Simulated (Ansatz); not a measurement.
# BP in Ansatz: the effect of functional

BP:

```
P B
1.0
     0.00000    2.26900    2.26900
     2.26900    0.00000    2.26900
     2.26900    2.26900    0.00000
P B
1 1
Direct
  0.75000 0.75000 0.75000
  0.00000 0.00000 0.00000
```

Alike in all runs:

- Program: Ansatz 0.2.0
- Task: single point
- Potentials or basis: all-electron PAW datasets made for the crystal
- k mesh: 6 × 6 × 6
- Occupations: fermi-dirac, width 0.05 eV
- Spin: no spin polarisation

```tsv
functional	cutoff	gap on the mesh (eV)	pressure (GPa)
PBE	280 eV (chosen from the basis error)	?	?
HSE06	310 eV (chosen from the basis error)	2.07	-1.6
PBE0	310 eV (chosen from the basis error)	2.77	-1.7
```

Task: What does the run with functional PBE give?

Result: gap on the mesh 1.34 eV; pressure 1.2 GPa.

A k mesh can miss the band edges.
